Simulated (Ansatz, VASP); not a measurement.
# One calculation of BaH4, two programs

```
Ba H
1.0
     2.22624    1.28532    3.40740
    -2.22624    1.28532    3.40740
     0.00000   -2.57064    3.40740
Ba H
1 4
Cartesian
  0.0000 0.0000 0.0000
  0.0000 0.0000 7.5521
  0.0000 0.0000 2.6701
  0.0000 0.0000 4.7237
  0.0000 0.0000 5.4985
```

Alike in both runs: functional PBE; k mesh 6 × 6 × 6; occupations gaussian, width 0.02 eV; no spin polarisation.

Ansatz relaxed the structure, and its values are those at the end. VASP's run is a single point on that final structure, the one shown.

```csv
,VASP,Ansatz
version,VASP 6.6.1,Ansatz 0.2.0
potentials or method,"VASP PAW PBE potentials, release 64 (Ba_sv, H)","scalar-relativistic, plane waves, PAW"
plane-wave cutoff (eV),520,420
valence electrons in the cell,14,14
```

Ansatz gave:

| Quantity | Value |
| --- | --- |
| gap on the k mesh at the Fermi level (eV) | 2.67 |
| least direct gap on the mesh (eV) | 2.81 |
| pressure (GPa) | 3.1 |
| rms of the force components (eV/Å) | 0.001 |

Which values does VASP return?

gap on the k mesh at the Fermi level (eV): 2.48; least direct gap on the mesh (eV): 2.72; pressure (GPa): 3.7; rms of the force components (eV/Å): 0.009.

Caveats: spin-orbit coupling is left out, which moves the levels of the heavy elements. A k mesh can miss the band edges.
